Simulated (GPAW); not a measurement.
Crystal: CdS (Greenockite).

```
Cd S
1.0
     4.15000    0.00000    0.00000
    -2.07500    3.59401    0.00000
     0.00000    0.00000    6.73700
Cd S
2 2
Direct
  0.66667 0.33333 0.50000
  0.33333 0.66667 0.00000
  0.66667 0.33333 0.87500
  0.33333 0.66667 0.37500
```

Base run:

```yaml
Program: GPAW 26.7.0
Functional: RPBE
Potentials_or_basis: the program's PAW data sets (release 1.2.1) made for this functional
Cutoff: 600 eV
Basis: pw
k_mesh: 7 × 7 × 4
Occupations: fermi-dirac, width 0.05 eV
Spin: no spin polarisation
```

Its results: band gap on the k mesh 1.36 eV, direct; pressure 4.0 GPa; largest force 0.070 eV/Å.

The run is repeated on the same cell with these changes: functional from RPBE to PBE; potentials or basis from the program's PAW data sets (release 1.2.1) made for this functional to SG15 ONCV 1.2; cutoff from 600 eV to 1100 eV; valence electrons from 36 to 52. What comes out?

Band gap on the k mesh 1.20 eV, direct; pressure 2.3 GPa; largest force 0.069 eV/Å.

Not every run made on this cell is shown here.
